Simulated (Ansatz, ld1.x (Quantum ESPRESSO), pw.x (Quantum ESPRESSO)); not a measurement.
# Equation-of-state test of one TM potential (Hg (Z = 80))

ld1.x (Quantum ESPRESSO) 7.5 input, shortened:

```
&input
   title='Hg', zed=80., rel=1, dft='PBE', iswitch=3,
   config='[Xe] 4f14 5d10 6s1.5 6p0.5'
 /
 &inputp
   pseudotype=2, tm=.true., lloc=0,
   nlcc=.false.
 /
3
6P  2  1   0.50   0.00  2.80  2.80  0.0
5D  3  2  10.00   0.00  2.20  2.20  0.0
6S  1  0   1.50   0.00  1.75  1.75  0.0
 &test
   configts(1)='5d10 6s1.5 6p0.5'
 /
```

Atomic tests: cutoffs needed: 45 Ry and 70 Ry (the cutoffs (Ry, on a coarse ladder) from which the occupation-weighted sum of valence levels, in a spherical-Bessel basis at the reference potential, stays within 10 and 1 mRy of its value at 400 Ry); ghost test: no extra level below or beside the all-electron valence levels (p, d, s, f tested) (spherical-Bessel basis up to 400 Ry, 20 bohr box); largest excitation error: -22 meV (all-electron minus pseudo) for 5d9 6s0 6p0, out of 7 test configurations.

Crystal test: sc Hg in pw.x 7.5, no spin, 11³ k-points, Fermi–Dirac smearing 0.01 Ry, cutoffs 85/340 Ry. The reference is all-electron LAPW (Ansatz 0.2.0) with the same functional, mesh and smearing; V0 and B0 come from Birch–Murnaghan fits to the pressures at five volumes. Errors are pseudo minus all-electron; Δ is the rms difference of the E(V) curves that follow from these fits, minima aligned, over ±6 % about the mean V0. Mesh and smearing are coarse, so the numbers serve the comparison and aren't converged zero-temperature values; the lattice is a test structure that the element need not adopt.

```json
{"V (Å³/atom)": "28.131", "P all-electron (GPa)": "1.04", "P pseudo (GPa)": "1.39"}
{"V (Å³/atom)": "28.872", "P all-electron (GPa)": "0.48", "P pseudo (GPa)": "0.78"}
{"V (Å³/atom)": "29.612", "P all-electron (GPa)": "0.06", "P pseudo (GPa)": "0.31"}
{"V (Å³/atom)": "30.352", "P all-electron (GPa)": "-0.26", "P pseudo (GPa)": "-0.05"}
{"V (Å³/atom)": "31.093", "P all-electron (GPa)": "-0.51", "P pseudo (GPa)": "-0.33"}
```

All-electron: a0 = 3.098 Å (V0 = 29.74 Å³/atom), B0 = 14.3 GPa.

Pseudopotential: mean pressure error (GPa): +0.25; a0 (Å): 3.115; a0 error (%): +0.55; B0 error (%): -4.6; Δ (meV/atom): 1.5. This is a poor potential for the solid.

Task: At the middle volume, how do free energy and pressure move when the wave cutoff is lowered (ecutrho kept at four times it)?

Result:

```csv
cutoff (Ry),shift of F (meV/atom),shift of P (GPa)
38,+374.0,-15.84
51,+27.2,-0.07
68,+12.7,-0.26
```

The run at the middle volume (56 k-points, 7 iterations) took about 15 s on one core of a shared host (Neoverse-V2, 96 threads, 742 GiB, load 18).
